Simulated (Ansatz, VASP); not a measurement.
# One calculation of GaN, two programs

INCAR

```
PREC = Accurate
ENCUT = 520
EDIFF = 1E-6
ISMEAR = 0
SIGMA = 0.05
LREAL = False
LASPH = True
NELM = 100
ALGO = Normal
ISIF = 2
LWAVE = False
LCHARG = False
GGA = PE
NBANDS = 16
```

KPOINTS

```
regular mesh
0
Gamma
  12 12 12
```

POSCAR

```
GaN
1.0
    0.0000000000      2.0647932037      2.6842311648
    2.0647932037      0.0000000000      2.6842311648
    2.0647932037      2.0647932037      0.0000000000
Ga N
1 1
Direct
    0.0000000000      0.0000000000      0.0000000000
    0.7500000000      0.7500000000      0.7500000000
```

Input for Ansatz:

```yaml
crystal:
  lattice:
    - [0.0, 2.0647932037, 2.6842311648]
    - [2.0647932037, 0.0, 2.6842311648]
    - [2.0647932037, 2.0647932037, 0.0]
  atoms:
    - { symbol: Ga, position: [0.0, 0.0, 0.0] }
    - { symbol: "N", position: [0.75, 0.75, 0.75] }
basis:
  ecutwfc: 420
kpoints:
  mp_grid: { grid: [12, 12, 12] }
hamiltonian:
  xc: pbe
scf:
  occupations: { method: gaussian, width: 0.05 }
output:
  forces: true
  stress: true
  eigenvalues: true
```

Alike in both runs: task single point; functional PBE; k mesh 12 × 12 × 12; occupations gaussian, width 0.05 eV; no spin polarisation.

|  | VASP | Ansatz |
| --- | --- | --- |
| version | VASP 6.6.1 | Ansatz 0.2.0 |
| potentials or method | VASP PAW PBE potentials, release 64 (Ga_d, N) | scalar-relativistic, plane waves, PAW |
| plane-wave cutoff (eV) | 520 | 420 |
| valence electrons in the cell | 18 | 18 |

```csv
,VASP,Ansatz,Ansatz less VASP
gap on the k mesh at the Fermi level (eV),0.54,0.54,-0.003
least direct gap on the mesh (eV),0.56,0.55,-0.003
pressure (GPa),1.9,1.7,-0.22
largest component of the traceless stress (GPa),36.50,36.51,+0.015
```

A k mesh can miss the band edges.
